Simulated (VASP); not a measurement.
# Sc (Fm-3m) in VASP: further runs, part 2 of 3

VASP 6.6.1. The steps go on from the part before.

## Step 3: Optical spectrum, LMBJ

This run uses another cell than the first one: it holds 1 atom, not 4.

POSCAR

```
Sc
1.0
    0.0000000000      2.2600000000      2.2600000000
    2.2600000000      0.0000000000      2.2600000000
    2.2600000000      2.2600000000      0.0000000000
Sc
1
Cartesian
    0.0000000000      0.0000000000      0.0000000000
```

INCAR.step1

```
ALGO = Normal
EDIFF = 1E-5
ENCUT = 520
GGA = PE
ISIF = 2
ISMEAR = 2
LASPH = T
LCHARG = F
LREAL = F
LWAVE = T
NBANDS = 18
NELM = 60
PREC = Accurate
SIGMA = 0.2
```

INCAR.step2

```
ALGO = Normal
CSHIFT = 0.1
EDIFF = 1E-6
ENCUT = 520
ISIF = 2
ISMEAR = 2
ISTART = 1
LASPH = T
LCHARG = F
LOPTICS = T
LREAL = F
LWAVE = F
METAGGA = LMBJ
NBANDS = 18
NEDOS = 2000
NELM = 60
PREC = Accurate
SIGMA = 0.2
```

KPOINTS

```
k-points
0
Gamma
  10 10 10
```

Potentials or basis: VASP PAW PBE potentials, release 64 (Sc_sv).

Launch:

```sh
> cat potpaw_PBE.64/Sc_sv/POTCAR > POTCAR
> cp INCAR.step1 INCAR
> mpirun -np 1 vasp_std > vasp.out
> cp INCAR.step2 INCAR
> mpirun -np 1 vasp_std > vasp.out
```

OUTCAR:

```text
EDIFF = 1E-6
   ENCUT = 520
   ISIF = 2
   ISMEAR = 2
   ISTART = 1
   LASPH = T
   LREAL = F
   METAGGA = LMBJ
   NELM = 60
   PREC = Accurate

 ion  position               nearest neighbor table
   1  0.000  0.000  0.000-

  LATTYP: Found a face centered cubic cell.
 ALAT       =     4.5200000000

  Lattice vectors:

 A1 = (   0.0000000000,   2.2600000000,   2.2600000000)
[... 1049 lines left out ...]
     0.00000     0.00000     0.00000     0.00000     0.00000     0.00000     0.00000
     0.96178    31.14234    31.14234    31.14234     0.00000     0.00000     0.00000
     1.92356    19.30574    19.30574    19.30574     0.00000     0.00000    -0.00000
     2.88534    11.38357    11.38357    11.38357    -0.00000    -0.00000     0.00000
     3.84712     5.78609     5.78609     5.78609    -0.00000    -0.00000     0.00000
     4.80890     3.05634     3.05634     3.05634    -0.00000    -0.00000     0.00000
[... 92 lines left out ...]
    94.25444     0.00012     0.00012     0.00012     0.00000     0.00000    -0.00000
    95.21622     0.00012     0.00012     0.00012     0.00000    -0.00000    -0.00000

  frequency dependent      REAL DIELECTRIC FUNCTION (independent particle, no local field effects) density-density
     E(ev)        X           Y           Z          XY          YZ          ZX
  --------------------------------------------------------------------------------------------------------------
     0.00000    55.76518    55.76518    55.76518     0.00000     0.00000    -0.00000
     0.96178    18.08109    18.08109    18.08109    -0.00000    -0.00000     0.00000
     1.92356     5.25712     5.25712     5.25712     0.00000     0.00000    -0.00000
     2.88534    -0.32782    -0.32782    -0.32782    -0.00000    -0.00000     0.00000
     3.84712    -4.90137    -4.90137    -4.90137    -0.00000    -0.00000    -0.00000
     4.80890    -1.51276    -1.51276    -1.51276     0.00000     0.00000    -0.00000
[... 92 lines left out ...]
    94.25444     0.94815     0.94815     0.94815    -0.00000    -0.00000    -0.00000
    95.21622     0.94930     0.94930     0.94930    -0.00000    -0.00000    -0.00000

  frequency dependent IMAGINARY DIELECTRIC FUNCTION (independent particle, no local field effects) current-current
     E(ev)      X         Y         Z        XY        YZ        ZX
  --------------------------------------------------------------------------------------------------------------
     0.00000   205.50339   205.50339   205.50339    -0.00000    -0.00000     0.00000
     0.96178    34.26256    34.26256    34.26256     0.00000     0.00000    -0.00000
     1.92356    19.86741    19.86741    19.86741    -0.00000    -0.00000     0.00000
     2.88534    11.26265    11.26265    11.26265    -0.00000     0.00000    -0.00000
     3.84712     5.51190     5.51190     5.51190     0.00000     0.00000    -0.00000
     4.80890     2.94385     2.94385     2.94385     0.00000     0.00000    -0.00000
[... 92 lines left out ...]
    94.25444     0.00001     0.00001     0.00001     0.00000     0.00000    -0.00000
    95.21622     0.00001     0.00001     0.00001     0.00000     0.00000    -0.00000

  frequency dependent      REAL DIELECTRIC FUNCTION (independent particle, no local field effects) current-current
     E(ev)        X           Y           Z          XY          YZ          ZX
  --------------------------------------------------------------------------------------------------------------
     0.00000    61.09772    61.09772    61.09772    -0.00000    -0.00000     0.00000
     0.96178    11.42517    11.42517    11.42517     0.00000     0.00000    -0.00000
     1.92356     3.38190     3.38190     3.38190    -0.00000    -0.00000    -0.00000
     2.88534    -1.01432    -1.01432    -1.01432    -0.00000     0.00000    -0.00000
     3.84712    -5.14919    -5.14919    -5.14919     0.00000     0.00000     0.00000
     4.80890    -1.62481    -1.62481    -1.62481    -0.00000     0.00000    -0.00000
[... 92 lines left out ...]
    94.25444     0.94821     0.94821     0.94821     0.00000     0.00000    -0.00000
    95.21622     0.94936     0.94936     0.94936     0.00000     0.00000    -0.00000
```

OUTCAR.step1:

```text
EDIFF = 1E-5
   ENCUT = 520
   GGA = PE
   ISIF = 2
   ISMEAR = 2
[... 1041 lines left out ...]

 POSITION                                       TOTAL-FORCE (eV/Angst)
 -----------------------------------------------------------------------------------
      0.00000      0.00000      0.00000         0.000000      0.000000      0.000000
 -----------------------------------------------------------------------------------
    total drift:                                0.000000      0.000000      0.000000

  FREE ENERGIE OF THE ION-ELECTRON SYSTEM (eV)
  ---------------------------------------------------
  free  energy   TOTEN  =        -6.1809981583 eV

  energy  without entropy=       -6.1788355384  energy(sigma->0) =       -6.18045750
```

OSZICAR.step1:

```text
N       E                     dE             d eps       ncg     rms          rms(c)
DAV:   1     0.754123749262E+02    0.75412E+02   -0.46484E+03  1764   0.605E+02
DAV:   2    -0.532196487825E+01   -0.80734E+02   -0.78026E+02  1702   0.201E+02
DAV:   3    -0.679417714613E+01   -0.14722E+01   -0.14650E+01  1984   0.334E+01
DAV:   4    -0.681143025998E+01   -0.17253E-01   -0.17251E-01  2100   0.333E+00
DAV:   5    -0.681174512607E+01   -0.31487E-03   -0.31486E-03  2260   0.475E-01    0.565E+00
DAV:   6    -0.625455442510E+01    0.55719E+00   -0.39515E-01  1890   0.887E+00    0.169E+00
DAV:   7    -0.618533861917E+01    0.69216E-01   -0.81979E-02  2460   0.369E+00    0.536E-01
DAV:   8    -0.618139983997E+01    0.39388E-02   -0.90427E-03  1916   0.106E+00    0.157E-01
DAV:   9    -0.618099281007E+01    0.40703E-03   -0.78594E-04  1932   0.398E-01    0.246E-02
DAV:  10    -0.618099815830E+01   -0.53482E-05   -0.36748E-05  2452   0.568E-02
   1 F= -.61809982E+01 E0= -.61804575E+01  d E =-.216262E-02
```

It took 35 s on 1 thread of Intel Xeon Platinum 8488C (Sapphire Rapids), shared host; peak memory 0.17 GiB.

What came out:

- Band gap on the k mesh: none (metal or under the smearing width)

Dielectric function (mean over the directions given):
| energy (eV) | real part | imaginary part |
| --- | --- | --- |
| 0.29 | 56.51 | 28.63 |
| 1.25 | 9.86 | 26.95 |
| 2.31 | -3.26 | 15.63 |
| 3.37 | -3.59 | 10.13 |
| 4.33 | -3.58 | 3.52 |
| 5.39 | 0.43 | 2.49 |
| 6.44 | -2.42 | 2.86 |
| 7.50 | -0.83 | 2.97 |
| 8.46 | -0.80 | 1.49 |
| 9.52 | -0.55 | 0.98 |
| 10.58 | -0.12 | 0.80 |
| 11.64 | -0.23 | 0.74 |
| 12.60 | 0.00 | 0.58 |
| 13.66 | 0.24 | 0.21 |
| 14.72 | 0.65 | 0.22 |
| 15.77 | 0.62 | 0.14 |
| 16.73 | 0.61 | 0.42 |
| 17.79 | 0.74 | 0.12 |
| 18.85 | 0.89 | 0.06 |
| 19.91 | 0.99 | 0.05 |

Caveat: spectra need much finer meshes, so this one isn't converged; independent-particle spectra lack excitons; the intraband (Drude) part of a metal's response may be missing.

[end of part 2 of 3]
